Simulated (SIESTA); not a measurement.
The system is ZnO (zincite).

```
CELL_PARAMETERS angstrom
3.24931 0.00000 0.00000
-1.62465 2.81398 0.00000
0.00000 0.00000 5.20571
ATOMIC_POSITIONS crystal
Zn 0.66667 0.33333 0.00000
Zn 0.33333 0.66667 0.50000
O 0.33333 0.66667 0.87901
O 0.66667 0.33333 0.37901
```

Base run:

| Property | Result |
| --- | --- |
| Program | SIESTA 5.4.2 |
| Functional | vdW-DF-cx |
| Potentials or basis | PseudoDojo 0.4 standard (PBE files) |
| Basis | DZP (energy shift 0.003 Ry; two zetas on semicore shells) |
| Grid cutoff | 800 Ry |
| Energy shift | 0.003 Ry |
| k mesh | 9 × 9 × 5 |
| Occupations | fermi-dirac, width 0.05 eV |
| Spin | no spin polarisation |

Its results: band gap on the k mesh 0.95 eV, direct; pressure 1.6 GPa; largest force 0.091 eV/Å.

The run is repeated on the same cell with these changes: functional from vdW-DF-cx to AM05; potentials or basis from PseudoDojo 0.4 standard (PBE files) to PseudoDojo 0.4 standard (PBEsol files). What comes out?

Band gap on the k mesh 0.99 eV, direct; pressure 0.0 GPa; largest force 0.085 eV/Å.

Caveats: short orbitals over semicore shells can move pressures by several GPa; the valence orbitals were made in a potential fitted to the semicore shell under them, which widens gaps by tenths of an eV or more; the potentials were made for another functional, which shifts forces and pressure; the basis of atomic orbitals isn't converged, which shifts pressures, moduli and gaps.
